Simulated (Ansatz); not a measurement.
**InSe (R3m) under several functionals**

**Measured values to compare with.**

From “High Broad‐Band Photoresponsivity of Mechanically Formed InSe–Graphene van der Waals Heterostructures”, 2015, pmc:4768130, for a bulk crystal of InSe: lattice constant a 4.002 Å; lattice constant c 24.961 Å.

Plane-wave DFT in Ansatz with scalar-relativistic PAW potentials. The same structure was relaxed (cell and atoms, symmetry kept) in separate runs at each level. No spin polarisation.

Question: How do the levels LDA, PBE+D3(BJ), PBEsol, PBEsol+D3(BJ), r2SCAN compare?

Answer:
| level | cutoff (eV) | k mesh | V (Å³/atom) | a (Å) | c (Å) | gap (eV) | B0 (GPa) |
| --- | --- | --- | --- | --- | --- | --- | --- |
| PBEsol+D3(BJ) | 420 | 12×12×12 | 27.379 | 3.961 | 24.184 | 0.34 | – |
| LDA | 420 | 12×12×12 | 27.797 | 3.973 | 24.403 | 0.20 | – |
| PBE+D3(BJ) | 420 | 12×12×12 | 29.296 | 4.037 | 24.908 | 0.30 | – |
| PBEsol | 420 | 12×12×12 | 29.331 | 4.009 | 25.289 | 0.37 | 15 |
| r2SCAN | 500 | 12×12×12 | 30.739 | 4.044 | 26.047 | 0.92 | – |

The usual order of volumes, LDA < PBEsol, holds here (27.797, 29.331 Å³/atom). As a rule LDA overbinds; PBEsol, built on the gradient expansion of slowly varying densities, lies between LDA and PBE. Each gap belongs to its own cell, so it mixes the functional's effect with that of the volume; gaps are the least found on the k mesh or on a band path.

For PBEsol+D3(BJ): Measured lattice constant a of InSe: 4.002 Å (“High Broad‐Band Photoresponsivity of Mechanically Formed InSe–Graphene van der Waals Heterostructures”, 2015, pmc:4768130). This calculation gives 3.961 Å (-1.0 %). A measured lattice constant c of InSe is 24.961 Å (“High Broad‐Band Photoresponsivity of Mechanically Formed InSe–Graphene van der Waals Heterostructures”, 2015, pmc:4768130); the calculated 24.184 Å misses it by -3.1 %. The calculations are for 0 K without zero-point motion.